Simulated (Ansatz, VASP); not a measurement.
Tl: VASP beside Ansatz

POSCAR

```
Tl
1.0
    3.4560000000      0.0000000000      0.0000000000
   -1.7280000000      2.9929837955      0.0000000000
    0.0000000000      0.0000000000      5.5250000000
Tl
2
Direct
    0.6666666667      0.3333333333      0.7500000000
    0.3333333333      0.6666666667      0.2500000000
```

INCAR.step1

```
SYSTEM = Tl
  PREC = Accurate
  ENCUT = 520
  ISMEAR = 1
  SIGMA = 0.05
  LREAL = .False.
  LASPH = .True.
  NELM = 100
  NBANDS = 20
  GGA = PE
  ALGO = Normal
  EDIFF = 1E-4
  LWAVE = .True.
  LCHARG = .False.
```

The input INCAR.step2:

```
SYSTEM = Tl
  PREC = Accurate
  ENCUT = 520
  EDIFF = 1E-6
  ISMEAR = 1
  SIGMA = 0.05
  LREAL = .False.
  LASPH = .True.
  NELM = 100
  ALGO = Normal
  ISIF = 2
  LWAVE = .False.
  LCHARG = .False.
  METAGGA = R2SCAN
  LMIXTAU = .True.
  LUSE_VDW = .True.
  IVDW_NL = 2
  BPARAM = 11.95
  CPARAM = 0.0093
  NBANDS = 20
  ISTART = 1
```

KPOINTS

```
Automatic mesh
0
Gamma
  9 9 5
  0 0 0
```

The input input.yaml:

```yaml
crystal:
  lattice:
    - [3.456, 0.0, 0.0]
    - [-1.728, 2.9929837955, 0.0]
    - [0.0, 0.0, 5.525]
  atoms:
    - { symbol: Tl, position: [0.6666666667, 0.3333333333, 0.75] }
    - { symbol: Tl, position: [0.3333333333, 0.6666666667, 0.25] }
hamiltonian:
  xc: r2scan
  pseudopotentials: { kind: paw, level: accurate }
  dispersion: rvv10
kpoints:
  mp_grid: { grid: [9, 9, 5] }
scf:
  occupations: { method: methfessel_paxton, width: 0.05 }
  n_extra_bands: 6
output:
  forces: true
  stress: true
  eigenvalues: true
  dos: { projected: false, de: 0.05, nscf_kmesh: { grid: [14, 14, 8] } }
```

Alike in both runs: functional r2SCAN; dispersion rVV10; k mesh 9 × 9 × 5; occupations methfessel-paxton of order 1, width 0.05 eV; no spin polarisation.

|  | VASP | Ansatz |
| --- | --- | --- |
| version | VASP 6.6.1 | Ansatz 0.2.0 |
| potentials or method | VASP PAW PBE potentials, release 64 (Tl_d) | Ansatz PAW earlier set |
| plane-wave cutoff (eV) | 520 | 550 |
| valence electrons in the cell | 26 | 42 |
| task | single point | density of states |

|  | VASP | Ansatz | Ansatz less VASP |
| --- | --- | --- | --- |
| gap on the k mesh at the Fermi level (eV) | none | none | - |
| pressure (GPa) | 1.1 | 0.9 | -0.18 |
| largest component of the traceless stress (GPa) | 0.50 | 0.49 | -0.005 |

A gap of «none» marks a metal or a gap that the smearing closes. The functional is the same, so the differences come from potentials, cutoffs and numerics. The two sets of potentials don't hold the same shells in valence.

Caveats: the PAW data sets were made with another functional, which shifts forces and pressure a little (VASP); the PAW data sets come from PBE, with cores solved anew for the run's functional, which leaves a small shift of forces and pressure (Ansatz); the density of states is complete only up to the lowest level of the last band computed (Ansatz). Spin-orbit coupling is left out, which matters for the levels of Tl.
